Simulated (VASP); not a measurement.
PbS:

```xyz
2
Lattice="0.0000 2.9881 2.9881 2.9881 0.0000 2.9881 2.9881 2.9881 0.0000" Properties=species:S:1:pos:R:3 pbc="T T T"
Pb    2.9881    2.9881    2.9881
S     0.0000    0.0000    0.0000
```

The cell is a database's computed one.

| Item | Value |
| --- | --- |
| Program | VASP 6.6.1 |
| Task | relaxation of cell and atoms |
| Functional | PBEsol |
| Potentials or basis | VASP PAW PBE potentials, release 64 (Pb_d, S) |
| Cutoff | 600 eV |
| k mesh | 10 × 10 × 10 |
| Occupations | gaussian, width 0.02 eV |
| Spin | no spin polarisation |

At the start: pressure -2.0 GPa; volume 26.68 Å³/atom.

How do energy, volume and symmetry change on relaxing?

Over 3 steps the energy falls by 6.3 meV/atom and the volume is 25.72 Å³/atom (-3.6 %); space group Fm-3m (No. 225, to 0.05 Å).

The path:
```
step  energy change (eV)  largest force (eV/Å)  pressure (GPa)  volume (Å³)
   1              0.0000                0.0000           -2.04        53.36
   2             -0.0109                0.0000            0.81        50.78
   3             -0.0126                0.0000           -0.01        51.44
```

Final structure:
```
Pb S
1.0
     0.00000    2.95190    2.95190
     2.95190    0.00000    2.95190
     2.95190    2.95190    0.00000
Pb S
1 1
Cartesian
  2.9519 2.9519 2.9519
  0.0000 0.0000 0.0000
```

Caveat: the PAW data sets were made with another functional, which shifts forces and pressure a little.
